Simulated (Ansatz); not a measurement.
BaTiO3:

```
Ba Ti O
1.0
     3.99980    0.00000    0.00000
     0.00000    3.99980    0.00000
     0.00000    0.00000    4.01800
Ba Ti O
1 1 3
Direct
  0.00000 0.00000 0.00000
  0.50000 0.50000 0.49000
  0.00000 0.50000 0.51700
  0.50000 0.00000 0.51700
  0.50000 0.50000 0.01900
```

Base run:

* Program: Ansatz 0.2.0
* Functional: r2SCAN
* Potentials or basis: Ansatz PAW
* Cutoff: 500 eV (not typed: the program's choice for these potentials)
* k mesh: 5 × 5 × 5
* Occupations: fermi-dirac, width 0.05 eV
* Spin: spin-orbit coupling, no magnetisation

Its results: band gap on the k mesh 2.34 eV, indirect (least direct gap 2.39 eV); pressure -0.8 GPa; largest force 0.397 eV/Å.

The run is repeated on the same cell with these changes: functional from r2SCAN to PBE; cutoff from 500 eV (not typed: the program's choice for these potentials) to 420 eV (not typed: the program's choice for these potentials). What comes out?

Band gap on the k mesh 1.99 eV, indirect (least direct gap 2.04 eV); pressure 2.4 GPa; largest force 0.316 eV/Å.

r2SCAN gives the wider gap, since meta-GGAs in the generalised Kohn-Sham scheme recover part of the derivative discontinuity.

Caveats: the k mesh misses the band edges, so the gap on the mesh is wider than the one along the path; the PAW data sets come from PBE, with cores solved anew for the run's functional, which leaves a small shift of forces and pressure (some runs).
